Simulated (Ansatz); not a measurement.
## Al$_{3}$Cu$_{2}$: how the energy converges with the cutoff

Al$_{3}$Cu$_{2}$, P-3m1, a = 4.092 Å, c = 4.993 Å. The structure is a Materials Project entry; whether it is the stable form wasn't checked. Ansatz: r2SCAN, PAW, cutoff varied, Γ-centred 12×12×8 mesh on 5 atoms, Gaussian smearing 0.10 eV; no spin polarisation. Single points at one geometry, the cutoff alone changed; ΔE is the energy at zero smearing over the run at 850 eV (runs within 0.3 meV/atom of it are left out). The runs up to 460 eV lie under the cutoff recommended for these PAW datasets.

| cutoff (eV) | ΔE (meV/atom) |
| --- | --- |
| 150 | 36216.98 |
| 200 | 6459.37 |
| 250 | 1076.79 |
| 300 | 127.96 |
| 350 | 10.54 |
| 380 | 3.79 |
| 460 | 1.19 |
| 500 | 0.68 |
| 520 | 0.55 |
| 600 | ? |

Q: Assume ΔE falls exponentially with the cutoff, fit y = ln ΔE against x, the cutoff in eV, to the other rows, and predict the missing value.

A: y = 10.497, 8.773, 6.982, 4.852, 2.355, 1.332, 0.174, -0.386, -0.598. Means x = 345.6, y = 3.7757; Σ(Δx)² = 139222, ΣΔxΔy = -4306; the slope is their ratio. y = 14.46 − 0.03093 x, a factor of ten per 74 eV. At 600 eV this gives ΔE = 0.02 meV/atom. The run gave 0.31, a ratio of 0.06. Between neighbouring rows the decay runs from a factor of ten per 46 eV to one per 321 eV, so one exponential is only a rough guide. The fast fall gives way to a slow tail, so a fit to low cutoffs promises convergence too early.

Cost: 12 runs of about 12 core-minutes in all, on Intel Xeon Processor @ 2.50GHz (Skylake/Cascade Lake) (shared hosts).